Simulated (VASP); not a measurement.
# C (P6_3/mmc) in VASP: notebook

Aim: see how the results for C move with the level of theory and the settings. Levels: RPBE+D3, RPBE+D3(BJ). Tasks: relaxation of cell and atoms.

The COD entry that gives the cell may itself be a prediction, so a difference from it is no test against experiment.

All numbers are computed with VASP 6.6.1; they aren't measurements. Logs are shortened: lines on timing, memory, paths and dates and some standing lists are left out, and cuts for length are marked.

## 1. Starting point

It takes space group P6_3/mmc (No. 194, hexagonal). The conventional cell has a = 2.522 Å, b = 2.522 Å, c = 8.237 Å, α = 90.00°, β = 90.00°, γ = 120.00°. C (site symmetry 3m) is surrounded by 4 C at 1.54 Å. Around C (site symmetry 3m) lie 4 C at 1.54 Å.

This is a hexagonal form of diamond, not graphite.

## 2. Relaxation of cell and atoms, RPBE+D3

File INCAR:

```
SYSTEM = C
PREC = Accurate ; ENCUT = 600
EDIFF = 1E-7 ; ISMEAR = -1
SIGMA = 0.05 ; LREAL = .FALSE.
LASPH = .TRUE. ; NELM = 60
ALGO = Normal ; ISIF = 3
LWAVE = .FALSE. ; LCHARG = .FALSE.
GGA = RP ; IVDW = 11
IBRION = 2 ; NSW = 60
EDIFFG = -0.02
```

File KPOINTS:

```
Automatic mesh
0
G
  12 12 4
  0 0 0
```

File POSCAR:

```
C
1.0
    2.5221000000      0.0000000000      0.0000000000
   -1.2610500000      2.1842026709      0.0000000000
    0.0000000000      0.0000000000      8.2371000000
C
8
Direct
    0.6666666667      0.3333333333      0.8437500000
    0.3333333333      0.6666666667      0.3437500000
    0.6666666667      0.3333333333      0.6562500000
    0.3333333333      0.6666666667      0.1562500000
    0.0000000000      0.0000000000      0.9062500000
    0.0000000000      0.0000000000      0.4062500000
    0.0000000000      0.0000000000      0.5937500000
    0.0000000000      0.0000000000      0.0937500000
```

Potentials or basis: VASP PAW PBE potentials, release 64 (C).

Launch:

```sh
$ cat potpaw_PBE.64/C/POTCAR > POTCAR
$ mpirun -np 1 vasp_std > vasp.out
```

OUTCAR:

```text
SYSTEM = C
   PREC = Accurate
   ENCUT = 600
   EDIFF = 1E-7
   ISMEAR = -1
   LREAL = .FALSE.
   LASPH = .TRUE.
   NELM = 60
   ISIF = 3
   GGA = RP
   IVDW = 11
   IBRION = 2
   NSW = 60
   EDIFFG = -0.02
 IVDW          = 11

 ion  position               nearest neighbor table
   1  0.667  0.333  0.844-   3 1.54   5 1.54   5 1.54   5 1.54
   2  0.333  0.667  0.344-   4 1.54   6 1.54   6 1.54   6 1.54
   3  0.667  0.333  0.656-   1 1.54   7 1.54   7 1.54   7 1.54
   4  0.333  0.667  0.156-   2 1.54   8 1.54   8 1.54   8 1.54
   5  0.000  0.000  0.906-   8 1.54   1 1.54   1 1.54   1 1.54
   6  0.000  0.000  0.406-   7 1.54   2 1.54   2 1.54   2 1.54
   7  0.000  0.000  0.594-   6 1.54   3 1.54   3 1.54   3 1.54
   8  0.000  0.000  0.094-   5 1.54   4 1.54   4 1.54   4 1.54

  LATTYP: Found a hexagonal cell.
 ALAT       =     2.5221000000
 C/A-ratio  =     3.2659688355

  Lattice vectors:

 A1 = (   2.5221000000,   0.0000000000,   0.0000000000)
 A2 = (  -1.2610500000,   2.1842026709,   0.0000000000)
 A3 = (   0.0000000000,   0.0000000000,   8.2371000000)

Analysis of symmetry for initial positions (statically):
=====================================================================
 Subroutine PRICEL returns:
 Original cell was already a primitive cell.

 Routine SETGRP: Setting up the symmetry group for a
 hexagonal supercell.

 Subroutine GETGRP returns: Found 24 space group operations
 (whereof 12 operations were pure point group operations)
 out of a pool of 24 trial point group operations.

The static configuration has the point symmetry D_3d.
 The point group associated with its full space group is D_6h.

Analysis of symmetry for dynamics (positions and initial velocities):
=====================================================================
 Subroutine PRICEL returns:
 Original cell was already a primitive cell.

 Routine SETGRP: Setting up the symmetry group for a
 hexagonal supercell.

 Subroutine GETGRP returns: Found 24 space group operations
 (whereof 12 operations were pure point group operations)
 out of a pool of 24 trial point group operations.

The dynamic configuration has the point symmetry D_3d.
 The point group associated with its full space group is D_6h.

 Subroutine INISYM returns: Found 24 space group operations
 (whereof 12 operations are pure point group operations),
 and found     1 'primitive' translations

----------------------------------------------------------------------------------------

[... 87 lines left out ...]
   number of dos      NEDOS =    301   number of ions     NIONS =      8
   total plane-waves  NPLWV =  28000
   dimension x,y,z NGX =    20 NGY =   20 NGZ =   70
   dimension x,y,z NGXF=    40 NGYF=   40 NGZF=  140
   ions per type =               8
   NGX,Y,Z   is equivalent  to a cutoff of  13.18, 13.18, 14.13 a.u.
   NGXF,Y,Z  is equivalent  to a cutoff of  26.37, 26.37, 28.26 a.u.
 SYSTEM =  C
   PREC   = accura    normal or accurate (medium, high low for compatibility)
   ISTART =      0    job   : 0-new  1-cont  2-samecut
   ICHARG =      2    charge: 1-file 2-atom 10-const
   ISPIN  =      1    spin polarized calculation?
   LNONCOLLINEAR =      F non collinear calculations
   LSORBIT =      F    spin-orbit coupling
   LASPH  =      T    aspherical Exc in radial PAW
   ENCUT  =  600.0 eV  44.10 Ry    6.64 a.u.   5.04  5.04 16.45*2*pi/ulx,y,z
   NELM   =     60;   NELMIN=  2; NELMDL= -5     # of ELM steps
   EDIFF  = 0.1E-06   stopping-criterion for ELM
   LREAL  =      F    real-space projection
   EDIFFG = -.2E-01   stopping-criterion for IOM
   NSW    =     60    number of steps for IOM
   IBRION =      2    ionic relax: 0-MD 1-quasi-New 2-CG
   NFREE  =      1    steps in history (QN), initial steepest desc. (CG)
   ISIF   =      3    stress and relaxation
   ISYM   =      2    0-nonsym 1-usesym 2-fastsym
   POTIM  = 0.5000    time-step for ionic-motion
   TEBEG  =    0.0;   TEEND  =   0.0 temperature during run
   PSTRESS=    0.0 pullay stress
   NELECT =      32.0000    total number of electrons
   NUPDOWN=      -1.0000    fix difference up-down
   EMIN   =  10.00;   EMAX   =-10.00  energy-range for DOS
   EFERMI =   0.00;   METHOD = LEGACY
   ISMEAR =    -1;   SIGMA  =   0.05  broadening in eV -4-tet -1-fermi 0-gaus
   EFERMI_NEDOS =   21; number of points for ismear=-14 and -15
   IALGO  =     38    algorithm
   IMIX   =      4    mixing-type and parameters
     AMIX     =   0.40;   BMIX     =  1.00
     AMIX_MAG =   1.60;   BMIX_MAG =  1.00
  volume/ion in A,a.u.               =       5.67        38.28
  Fermi-wavevector in a.u.,A,eV,Ry     =   1.457186  2.753682 28.890486  2.123391
  Thomas-Fermi vector in A             =   2.574017
   LORBIT       =      0    0 simple, 1 ext, 2 COOP (PROOUT), +10 PAW based schemes
   GGA     = RP    functional components
   LHFCALC =     F    Hartree Fock is set to
   AEXX    =    0.0000 exact exchange contribution
   IVDW    =    11    specifies the selected vdW correction
   LEPSILON=     F    determine dielectric tensor
   LRPA    =     F    only Hartree local field effects (RPA)
 conjugate gradient relaxation of ions
 non-spin polarized calculation
  energy-cutoff  :      600.00
  volume of cell :       45.38
 maximum number of plane-waves:      1534
   NGX = 11   NGY = 11   NGZ = 33

--------------------------------------- Ionic step        1  -------------------------------------------

 number of electron      31.9999998 magnetization

 Free energy of the ion-electron system (eV)
  ---------------------------------------------------
  ext. energy  EPLUGINS =         0.00000000
  ---------------------------------------------------
  free energy    TOTEN  =       -68.84520554 eV

  energy without entropy =      -68.84520554  energy(sigma->0) =      -68.84520554

------------------------ aborting loop because EDIFF is reached ----------------------------------------

 Edisp (eV)   -1.71759

 E8    (eV) :    -0.2381
[... 221 lines left out ...]
--------------------------------------- Ionic step        6  -------------------------------------------

 number of electron      31.9999998 magnetization

 Free energy of the ion-electron system (eV)
  ---------------------------------------------------
  ext. energy  EPLUGINS =         0.00000000
  ---------------------------------------------------
  free energy    TOTEN  =       -68.87964838 eV

  energy without entropy =      -68.87964838  energy(sigma->0) =      -68.87964838

 E-fermi :  10.7985     XC(G=0): -13.1171

 val. band max:        9.8463458343   @ k =   0.0000   0.0000   0.0000
 cond. band min:      14.3633636175   @ k =   0.4167   0.0000   0.0000
 fundamental gap:      4.5170177832
 Fermi energy:        10.7984526809

 k-point     1 :       0.0000    0.0000    0.0000
  band No.  band energies     occupation
      1     -11.7281      2.00000
      2     -10.0918      2.00000
      3      -9.9952      2.00000
      4      -6.1226      2.00000
      5      -3.5921      2.00000
      6       3.0169      2.00000
[... 565 lines left out ...]
     20      17.3049      0.00000
     21      17.8503      0.00000

 [... further k-points ...]

------------------------ aborting loop because EDIFF is reached ----------------------------------------

 Edisp (eV)   -1.70652

 E8    (eV) :    -0.2359
[... 31 lines left out ...]
  FREE ENERGIE OF THE ION-ELECTRON SYSTEM (eV)
  ---------------------------------------------------
  free  energy   TOTEN  =       -70.5861660947 eV

  energy  without entropy=      -70.5861660946  energy(sigma->0) =      -70.58616609

 reached required accuracy - stopping structural energy minimisation
```

Wall time 5.6 min (1 thread of AMD EPYC 7R43 (Zen 3), shared host); peak memory 0.18 GiB.

What came out:

```
Free energy                            : -70.5862 eV
Relaxed volume                         : 5.72 Å³/atom
Relaxed cell                           : a = 2.522 Å, b = 2.522 Å, c = 8.315 Å, α = 90.00°, β = 90.00°, γ = 120.00°
Space group after relaxing (to 0.05 Å) : P6_3/mmc (No. 194)
Energy gained by relaxing              : 2.9 meV/atom
Ionic steps                            : 6
Pressure after relaxing                : 0.0 GPa
Largest force after relaxing           : 0.005 eV/Å
Band gap on the k mesh                 : 4.52 eV, indirect (least direct gap 5.28 eV)
Dispersion energy per atom             : -0.213 eV
```

Forces on the atoms (eV/Å):
```
C    0.000  0.000  0.005
C    0.000  0.000  0.005
C    0.000  0.000 -0.005
C    0.000  0.000 -0.005
C    0.000  0.000 -0.004
C    0.000  0.000 -0.004
C    0.000  0.000  0.004
C    0.000  0.000  0.004
```

Stress tensor (GPa, compression positive):
```
-0.05  0.00  0.00
 0.00 -0.05  0.00
 0.00  0.00  0.09
```

The path:
```
step  energy change (eV)  largest force (eV/Å)  pressure (GPa)  volume (Å³)
   1              0.0000                0.3183            4.01        45.38
   2              0.0137                0.4370           -4.36        46.31
   3             -0.0232                0.0548            0.14        45.78
   4             -0.0232                0.0483            0.21        45.77
   5             -0.0232                0.0578           -0.22        45.82
   6             -0.0234                0.0054            0.00        45.79
```

Final structure:
```
CELL_PARAMETERS angstrom
2.52180 0.00000 0.00000
-1.26090 2.18394 0.00000
0.00000 0.00000 8.31493
ATOMIC_POSITIONS crystal
C 0.66667 0.33333 0.84444
C 0.33333 0.66667 0.34444
C 0.66667 0.33333 0.65556
C 0.33333 0.66667 0.15556
C 0.00000 0.00000 0.90700
C 0.00000 0.00000 0.40700
C 0.00000 0.00000 0.59300
C 0.00000 0.00000 0.09300
```

Levels at points of the mesh, in eV from the valence-band top:
```csv
k point,band 14,band 15,band 16,band 17,band 18,band 19
"(0.00, 0.00, 0.00)",-0.22,0.00,0.00,5.28,5.28,5.46
"(0.50, 0.00, 0.00)",-4.65,-3.65,-2.95,4.58,5.55,5.96
"(0.00, 0.00, 0.50)",-0.65,-0.65,-0.65,6.05,6.05,6.05
"(0.50, 0.00, 0.50)",-4.70,-3.64,-3.64,4.92,4.92,6.99
```

Caveat: the PAW data sets were made with another functional, which shifts forces and pressure a little. Zero-point motion and thermal expansion aren't in these numbers.

## 3. Relaxation of cell and atoms, RPBE+D3(BJ)

File INCAR:

```
  PREC = Accurate
  ENCUT = 600
  EDIFF = 1E-6
  ISMEAR = -1
  SIGMA = 0.05
  LREAL = False
  LASPH = True
  NELM = 80
  ALGO = Normal
  ISIF = 3
  LWAVE = False
  LCHARG = False
  GGA = RP
  IVDW = 12
  IBRION = 2
  NSW = 40
  EDIFFG = -0.01
```

File KPOINTS:

```
regular mesh
0
Gamma
  12 12 4
```

POSCAR is that of step 2.

Potentials or basis: VASP PAW PBE potentials, release 64 (C).

Launch:

```sh
$ cat potpaw_PBE.64/C/POTCAR > POTCAR
$ mpirun -np 1 vasp_std > vasp.out
```

Run time: 5.2 min. Hardware: 1 thread of AMD EPYC 7R43 (Zen 3), shared host; peak memory 0.19 GiB.

Results (log left out):

| Item | Value |
| --- | --- |
| Free energy | -73.5630 eV |
| Relaxed volume | 5.54 Å³/atom |
| Relaxed cell | a = 2.494 Å, b = 2.494 Å, c = 8.224 Å, α = 90.00°, β = 90.00°, γ = 120.00° |
| Space group after relaxing (to 0.05 Å) | P6_3/mmc (No. 194) |
| Energy gained by relaxing | 6.9 meV/atom |
| Ionic steps | 8 |
| Pressure after relaxing | 0.0 GPa |
| Band gap on the k mesh | 4.59 eV, indirect (least direct gap 5.35 eV) |
| Dispersion energy per atom | -0.599 eV |

Forces in eV/Å, atoms in the order of the input:
```
C    0.000  0.000 -0.002
C    0.000  0.000 -0.002
C    0.000  0.000  0.002
C    0.000  0.000  0.002
C    0.000  0.000  0.002
C    0.000  0.000  0.002
C    0.000  0.000 -0.002
C    0.000  0.000 -0.002
```

Step by step:
```csv
step,energy change (eV),largest force (eV/Å),pressure (GPa),volume (Å³)
1,0.0000,0.3358,-10.37,45.38
2,0.0392,0.5971,14.46,43.00
3,-0.0550,0.0741,-0.37,44.33
4,-0.0550,0.0821,-0.16,44.31
5,-0.0548,0.1070,0.54,44.24
6,-0.0553,0.0163,0.14,44.28
7,-0.0552,0.0260,-0.09,44.30
8,-0.0553,0.0022,0.03,44.29
```

Final structure:
```yaml
crystal:
  lattice:
    - [2.49361, 0.00000, 0.00000]
    - [-1.24681, 2.15953, 0.00000]
    - [0.00000, 0.00000, 8.22445]
  atoms:
    - { symbol: C, position: [0.66667, 0.33333, 0.84440] }
    - { symbol: C, position: [0.33333, 0.66667, 0.34440] }
    - { symbol: C, position: [0.66667, 0.33333, 0.65560] }
    - { symbol: C, position: [0.33333, 0.66667, 0.15560] }
    - { symbol: C, position: [0.00000, 0.00000, 0.90704] }
    - { symbol: C, position: [0.00000, 0.00000, 0.40704] }
    - { symbol: C, position: [0.00000, 0.00000, 0.59296] }
    - { symbol: C, position: [0.00000, 0.00000, 0.09295] }
```

Levels at points of the mesh, in eV from the valence-band top:
```csv
k point,band 12,band 13,band 14,band 15,band 16,band 17,band 18,band 19,band 20,band 21
"(0.00, 0.00, 0.00)",-1.78,-1.78,-0.25,0.00,0.00,5.35,5.35,5.55,7.20,7.20
"(0.50, 0.00, 0.00)",-5.16,-5.07,-4.80,-3.79,-3.04,4.66,5.65,6.06,6.10,6.79
"(0.00, 0.00, 0.50)",-2.71,-0.67,-0.67,-0.67,-0.67,6.14,6.14,6.14,6.14,6.82
"(0.50, 0.00, 0.50)",-6.17,-4.86,-4.86,-3.76,-3.76,5.00,5.00,7.08,7.08,7.68
```

Caveat: the PAW data sets were made with another functional, which shifts forces and pressure a little. As with any semilocal functional, this RPBE gap is likely too small.
